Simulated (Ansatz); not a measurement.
# ZnO (zincite, P6_3mc): zone-centre modes under pressure, part 2 of 3

Wanted: Grüneisen parameters and pressure coefficients of the modes of ZnO (zincite, P6_3mc).

Ansatz 0.2.0; DFT PBE, scalar-relativistic, plane waves, PAW; PAW set soft_1.

So far. Step 3 (Tight relaxation): The largest force component left is 0.27 meV/Å and the pressure is 0.002 GPa, within the tolerances set. The cell now holds 12.33 Å³/atom.

### Step 4. Modes at rest

The modes at rest are the reference of the series, and the response to a field gives the dielectric tensor and the Born charges.

File input.yaml:

```yaml
crystal:
  lattice:
    - [3.2799420475, 0.0, 0.0]
    - [-1.6399710238, 2.8405131361, 0.0]
    - [0.0, 0.0, 5.2941964153]
  atoms:
    - { symbol: O, position: [0.6666666667, 0.3333333333, 0.3790369378] }
    - { symbol: O, position: [0.3333333333, 0.6666666667, 0.8790369378] }
    - { symbol: Zn, position: [0.3333333333, 0.6666666667, 0.4999730622] }
    - { symbol: Zn, position: [0.6666666667, 0.3333333333, -2.69378e-05] }
kpoints:
  mp_grid: { grid: [15, 15, 10] }
hamiltonian:
  xc: pbe
  pseudopotentials: { kind: paw, azcp: { folder: soft_1 } }
scf:
  occupations: { method: fixed }
output:
  eigenvalues: true
phonons:
  method: dfpt
  dielectric: true
  rigid_motions: translations
  raman: true
```

Launch:

```
$ ansatz run input.yaml --threads 4 --pin off --max-ram 16384MiB --backend cpu --events-out ev --progress --plain --runs-dir out
```

Numbers of over 12 decimals in the logs are rounded to 6 here.

The log of the run:

```text
[...]
Crystal: 4 atoms, lattice volume = 49.325 Å³
Basis set: ecut = 420 eV, 989 PW (Γ), exchange–correlation on 48×48×72 points (8 copies of the dense FFT grid, shifted against one another)
Bands: 22, of which v1, the nominal top of the filled ones, is band 18 counted from 1 (17 counted from 0)
Symmetry: 12 space group operations
k-points: 608 of 2250 (irreducible under 2 space group operations, time reversal used)
[...]
SCF iter   1: F=—  HF=-7774.647526 eV  |F-HF|=—  |Δ(HF+E_count)|=         —  Δρ=1.08e-1  dr2=3.08e0  ethr=3.10e-3  ⟨swp⟩=4.4  Hψ=60695  notcnv=0  defer=1102
[...]
SCF iter  11: F=-7773.704153 eV  HF=-7773.704153 eV  |F-HF|=3.27e-11  |Δ(HF+E_count)|=   1.07e-9  Δρ=2.68e-7  dr2=3.10e-11  ethr=1.00e-12  ⟨swp⟩=6.9  Hψ=86324  notcnv=0
SCF 1 converged in 11 iterations: F = -7773.704153 eV  dr2 = 3.10e-11
[...]
NSCF: frozen V_eff on 4 k-points
DFPT response loops at Γ: preconditioner auto → Resta (q_TF=auto, 2.589 Å⁻¹)  ε∞=9.0 (no band partly filled); β = 1.00, the filter's whole step (`scf.mixing.beta` (0.50) is not read by the response loops at its default; to damp them type it under 1.00, their step now; it binds the ground state too); Broyden in place of MSR1
── the response to a field inside a basis, on 16×16×10 k-points: an SCF that follows is theirs, and a resumed run solves both again ──
Bands: 19, of which v1, the nominal top of the filled ones, is band 18 counted from 1 (17 counted from 0)
k-points: 360
[...]
Eigensolver: Dense (360 Hₖ)
SCF iter   1: F=—  HF=-7773.704185 eV  |F-HF|=—  |Δ(HF+E_count)|=         —  Δρ=4.27e-4  dr2=2.18e-5  ethr=1.00e-1
[...]
SCF iter   7: F=-7773.704186 eV  HF=-7773.704186 eV  |F-HF|=3.91e-11  |Δ(HF+E_count)|=   1.00e-9  Δρ=2.27e-7  dr2=2.60e-11  ethr=2.60e-12
SCF 1 converged in 7 iterations: F = -7773.704186 eV  dr2 = 2.60e-11
[...]
WARN: field response: ε∞ stands inside a basis, on 16×16×10 points; the force constants stand on the 15×15×10 k-mesh, whose period is 12.07 times the interband length at k = (0.0000, 0.0000, 0.0000), direct gap 0.741 eV, under 14: take them and everything formed from them as unconverged, and compare with a denser kpoints.mp_grid
SCF converged after 11 iterations
Free energy (F): -7773.704153 eV
[...]
Internal energy: -7773.704153 eV  (E = F + TS)
E sigma→0 (E₀):  -7773.704153 eV
Fermi energy:    6.661356 eV
[...]
--- Band table (eV; the first three rows and the last of 608) ---
  k-point 0: bands = [... 14 lower, 5.9106, 6.5816, 6.6614, 6.6614, 7.4020, 11.7697, 14.7339, 19.4162]
  k-point 1: bands = [... 14 lower, 5.9294, 6.3158, 6.6435, 6.6435, 7.6989, 11.6835, 14.8110, 19.4172]
  k-point 2: bands = [... 14 lower, 5.9838, 5.9838, 6.5913, 6.5913, 8.2375, 11.4371, 15.0378, 19.2277]
  k-point 607: bands = [... 14 lower, 4.1072, 4.1464, 5.5094, 5.6427, 12.0028, 14.1448, 15.0919, 15.1547]
--- Phonons (Γ-DFPT): 4 representative perturbations + reference, on 608 of 2250 k-points (Σ response iterations 16) ---
  k mesh reduced under 2 symmetry operations, with k and −k counted as one. Each operation leaves every solved perturbation unchanged. A smaller set is not considered because the run solves the response to a homogeneous field
  ASR residual: 2.450e-4 → 0.000e0 eV/Å²; symmetrization residual: 1.521e-6 eV/Å²
  ASR residual per site (eV/Å²): 2.45e-4 2.45e-4 5.54e-5 5.54e-5
  Γ frequencies (cm⁻¹): 0.00 0.00 0.00 90.74 90.74 244.81 345.22 365.49 365.49 395.50 395.50 508.92
  ε∞ (high-frequency dielectric tensor):
        5.206897     0.000000     0.000000
        0.000000     5.206897     0.000000
        0.000000    -0.000000     5.266459
  ε⁰ (static dielectric tensor: ions relaxed, cell fixed):
       10.461798     0.000000     0.000000
        0.000000    10.461798    -0.000000
        0.000000    -0.000000    11.470461
  ε⁰ − ε∞ (ionic part):
        5.254901     0.000000     0.000000
        0.000000     5.254901    -0.000000
        0.000000    -0.000000     6.204002
  softest optical mode at Γ: 90.74 cm⁻¹; the repairs (sum rule, projections) moved no ω² at Γ by more than (2.12 cm⁻¹)²
  Born effective charges Z* (e; rows j = field, columns β = displacement):
    site 0:
        -2.12658   -0.00000    0.00000
        -0.00000   -2.12658    0.00000
         0.00000    0.00000   -2.18249
    site 1:
        -2.12658   -0.00000    0.00000
        -0.00000   -2.12658   -0.00000
        -0.00000    0.00000   -2.18249
    site 2:
         2.12658    0.00000   -0.00000
         0.00000    2.12658    0.00000
        -0.00000   -0.00000    2.18249
    site 3:
         2.12658    0.00000    0.00000
         0.00000    2.12658   -0.00000
         0.00000   -0.00000    2.18249
  Z* charge neutrality: 1.368e-3 e pre-enforcement
  solved inside a basis spanned on kpoints, on 16×16×10 k-points transformed towards the longest dipole: ε∞ is read to err by 2.1e-2, Z* by 2.1e-2 e (field_mesh: kpoints solves on kpoints); Z* is corrected for what the basis lacks
  Raman tensors (in the event stream and the table raman_tensors.tsv): an entry may err by 7.5e-3 Å², one of the second-order susceptibility by 3.5e-1 pm/V (basis, points and sum rule); their sum over the sites missed zero by 2.191e-4 Å² ahead of its enforcement
  optical modes at Γ without the LO–TO term, one row a degenerate level:
      ω (cm⁻¹)  modes    IR ((D/Å)²/amu)  static Raman (Å⁴/amu)  depolarisation
         90.74      2             0.0000                 1.9001           0.750
        244.81      1             0.0000                 0.0000               —
        345.22      1            17.0990                10.4423           0.126
        365.49      2            32.4683                 0.6548           0.750
        395.50      2             0.0000                 4.3803           0.750
        508.92      1             0.0000                 0.0000               —
  optical modes at Γ + LO–TO along q̂ = [1.0000, 0.0000, 0.0000]:
      ω (cm⁻¹)  modes    IR ((D/Å)²/amu)  static Raman (Å⁴/amu)  depolarisation
         90.74      2             0.0000                 1.9001           0.750
        244.81      1             0.0000                 0.0000               —
        345.22      1            17.0990                10.4423           0.126
        365.49      1            16.2341                 0.3274           0.750
        395.50      2             0.0000                 4.3803           0.750
        508.92      1             0.0000                 0.0000               —
        518.08      1            16.2341               100.6926           0.750
  optical modes at Γ + LO–TO along q̂ = [0.0000, 1.0000, 0.0000]:
      ω (cm⁻¹)  modes    IR ((D/Å)²/amu)  static Raman (Å⁴/amu)  depolarisation
         90.74      2             0.0000                 1.9001           0.750
        244.81      1             0.0000                 0.0000               —
        345.22      1            17.0990                10.4423           0.126
        365.49      1            16.2341                 0.3274           0.750
        395.50      2             0.0000                 4.3803           0.750
        508.92      1             0.0000                 0.0000               —
        518.08      1            16.2341               100.6926           0.750
  optical modes at Γ + LO–TO along q̂ = [0.0000, 0.0000, 1.0000]:
      ω (cm⁻¹)  modes    IR ((D/Å)²/amu)  static Raman (Å⁴/amu)  depolarisation
         90.74      2             0.0000                 1.9001           0.750
        244.81      1             0.0000                 0.0000               —
        365.49      2            32.4683                 0.6548           0.750
        395.50      2             0.0000                 4.3803           0.750
        508.92      1             0.0000                 0.0000               —
        509.48      1            17.0990               391.0810           0.704
```

It took 13 min on 4 threads of Arm Neoverse V2, shared host; peak memory 3.7 GiB; 51 min of CPU time.

Numbers from this step:

```yaml
sum_rule_residual_before_enforcement: 2.45e-4 eV/Å²
miss_of_the_charge_sum_rule: 0.001368 e
estimated_error_of_the_dielectric_tensor: 0.02107
estimated_error_of_the_born_charges: 0.02095 e
point_group: 6mm
highest_optical_mode_at_the_zone_centre_no_lo_to_term: 508.9 cm⁻¹
lowest_optical_zone_centre_mode: 90.74 cm⁻¹
mean_high_frequency_dielectric_constant: 5.227
largest_born_charge_third_of_the_trace: -2.145 e
mean_static_dielectric_constant: 10.80
top_of_the_zone_centre_spectrum_with_the_field: 518.1 cm⁻¹
```

Without the LO-TO term. Patterns of degenerate modes are one choice out of their space. Modes at Γ, with each element's share of the kinetic energy:

| mode | frequency (cm⁻¹) | symmetry | O % | Zn % |
| --- | --- | --- | --- | --- |
| 1 | 0.0 | acoustic | 20 | 80 |
| 2 | 0.0 | acoustic | 20 | 80 |
| 3 | 0.0 | acoustic | 20 | 80 |
| 4 | 90.7 | E2 | 14 | 86 |
| 5 | 90.7 | E2 | 14 | 86 |
| 6 | 244.8 | B1 | 1 | 99 |
| 7 | 345.2 | A1 | 80 | 20 |
| 8 | 365.5 | E1 | 80 | 20 |
| 9 | 365.5 | E1 | 80 | 20 |
| 10 | 395.5 | E2 | 86 | 14 |
| 11 | 395.5 | E2 | 86 | 14 |
| 12 | 508.9 | B1 | 99 | 1 |

Displacements in mode 5 (90.7 cm⁻¹), the largest set to 1:
```
O1  -0.32 -0.80  0.00
O2   0.32  0.80  0.00
Zn3 -0.40 -1.00  0.00
Zn4  0.40  1.00  0.00
```

Displacements in mode 10 (395.5 cm⁻¹), the largest set to 1:
```
O1   0.04 -1.00  0.00
O2  -0.04  1.00  0.00
Zn3 -0.01  0.20  0.00
Zn4  0.01 -0.20  0.00
```

Optical modes at the zone centre, without and with the macroscopic field of the longitudinal modes; each column is sorted by frequency, so a row need not hold one and the same mode. Modes with and without the field, by row:

| rank among optical modes | no field (cm⁻¹) | q along (1, 0, 0) (cm⁻¹) | q along (0, 0, 1) (cm⁻¹) |
| --- | --- | --- | --- |
| 1 | 90.7 | 90.7 | 90.7 |
| 2 | 90.7 | 90.7 | 90.7 |
| 3 | 244.8 | 244.8 | 244.8 |
| 4 | 345.2 | 345.2 | 365.5 |
| 5 | 365.5 | 365.5 | 365.5 |
| 6 | 365.5 | 395.5 | 395.5 |
| 7 | 395.5 | 395.5 | 395.5 |
| 8 | 395.5 | 508.9 | 508.9 |
| 9 | 508.9 | 518.1 | 509.5 |

Born charge (rows field, columns displacement) (e), principal values of the symmetric part by kind of site:

| atom | atoms with these values | low | middle | high | mean |
| --- | --- | --- | --- | --- | --- |
| O1 | 2 | -2.18 | -2.13 | -2.13 | -2.15 |
| Zn3 | 2 | 2.13 | 2.13 | 2.18 | 2.15 |

In full for Zn3:

```
2.13 0.00 0.00
0.00 2.13 0.00
0.00 0.00 2.18
```

High-frequency dielectric tensor:

```
5.21 0.00 0.00
0.00 5.21 0.00
0.00 0.00 5.27
```

Static dielectric tensor (ions relaxed, fixed cell):

```
10.46  0.00  0.00
 0.00 10.46  0.00
 0.00  0.00 11.47
```

Transverse modes. Lines of the infrared spectrum (strongest = 100):

| position (cm⁻¹) | label | relative intensity |
| --- | --- | --- |
| 91 | E2 | 0.0 |
| 245 | B1 | 0.0 |
| 345 | A1 | 53 |
| 366 | E1 | 100 |
| 396 | E2 | 0.0 |
| 509 | B1 | 0.0 |

Activity x (w_L - w)^4 (n + 1)/w, 532 nm, 300 K; the tensors are static ones, while 532 nm light lies above the computed direct gap, where resonance would change the heights; modes without the macroscopic field alone. Raman lines, with heights relative to the strongest:

| position (cm⁻¹) | label | relative intensity |
| --- | --- | --- |
| 91 | E2 | 100 |
| 245 | B1 | 0.0 |
| 345 | A1 | 60 |
| 366 | E1 | 3.4 |
| 396 | E2 | 21 |
| 509 | B1 | 0.0 |

Before it was imposed, the acoustic sum rule was missed by 2.5e-4 eV/Å² and the charge sum rule by 0.0014 e. Small misses are needed for a sound result but don't prove that mesh and cutoff are converged. The lowest optical mode is real, 90.7 cm⁻¹.

The log warns of the k mesh: “the force constants stand on the 15×15×10 k-mesh, whose period is 12.07 times the interband length at k = (0.0000, 0.0000, 0.0000), direct gap 0.741 eV, under 14: take them and everything formed from them as unconverged”. So the frequencies of this run count as unconverged too.

### Step 5. A member of the series: 1.06 times the volume at rest

The cell is set to 1.06 times the volume at rest, and shape and atoms relax at that volume.

File input.yaml:

```yaml
crystal:
  lattice:
    - [3.3438860783, 0.0, 0.0]
    - [-1.6719430392, 2.8958902912, 0.0]
    - [0.0, 0.0, 5.3992732761]
  atoms:
    - { symbol: O, position: [0.6666666667, 0.3333333333, 0.3790242923] }
    - { symbol: O, position: [0.3333333333, 0.6666666667, 0.8790242923] }
    - { symbol: Zn, position: [0.3333333333, 0.6666666667, 0.4999857077] }
    - { symbol: Zn, position: [0.6666666667, 0.3333333333, -1.42923e-05] }
kpoints:
  mp_grid: { grid: [15, 15, 10] }
hamiltonian:
  xc: pbe
  pseudopotentials: { kind: paw, azcp: { folder: soft_1 } }
scf:
  occupations: { method: gaussian, width: 0.02 }
output:
  forces: true
  stress: true
  eigenvalues: true
relax:
  adjacent_minimum: "off"
  f_tol: 0.001
  max_steps: 60
  cell: { stress_tol: 0.01, fix: [volume] }
```

The log of the run:

```text
[...]
Crystal: 4 atoms, lattice volume = 52.284 Å³
Basis set: ecut = 420 eV, 1039 PW (Γ), exchange–correlation on 48×48×80 points (8 copies of the dense FFT grid, shifted against one another)
Bands: 22, of which v1, the nominal top of the filled ones, is band 18 counted from 1 (17 counted from 0)
Symmetry: 12 space group operations
[...]
--- Relaxed structure (3 steps of the walk, 3 accepted, 1 SCFs on fresh bases) ---
[...]
cell:  # Å, volume = 52.2840 Å³
    - [3.343703, 2.8865922572920754e-11, 0]
    - [-1.671851, 2.895731, 0]
    - [0, 0, 5.399865]
  atoms:
    - { symbol: O, position: [0.666667, 0.333333, 0.379021] }
    - { symbol: O, position: [0.333333, 0.666667, 0.879021] }
    - { symbol: Zn, position: [0.333333, 0.666667, 0.499989] }
    - { symbol: Zn, position: [0.666667, 0.333333, -1.1422023769184343e-5] }
[key lines of the parts left out:]
SCF converged after 6 iterations
Free energy (F): -7773.639680 eV
Fermi energy:    6.178836 eV
P = ⅓ Tr σ = -6.6182 GPa (-66.182 kbar)
```

Run time: 17 s. Hardware: 4 threads; peak memory 0.49 GiB.

Little changed from the start: no atom moved by 0.005 Å and no cell edge by 0.1 %.

This step gave:

* pressure: -6.618 GPa
* gap on the k-mesh: 0.6531 eV
* volume per atom: 13.07 Å³

The largest force component left is 0.43 meV/Å, at a pressure of -6.62 GPa.

(Part 2 of 3 ends here.)

[Logs are printed without paths, hosts, clocks, repeated set-up lines and the standing remarks that a program may print on its own settings, such as how far it seeks lower states.]

[Hosts, paths, dates, database ids (printed as entryN), source tags and the programs' standing remarks are cut or masked in the printed files.]
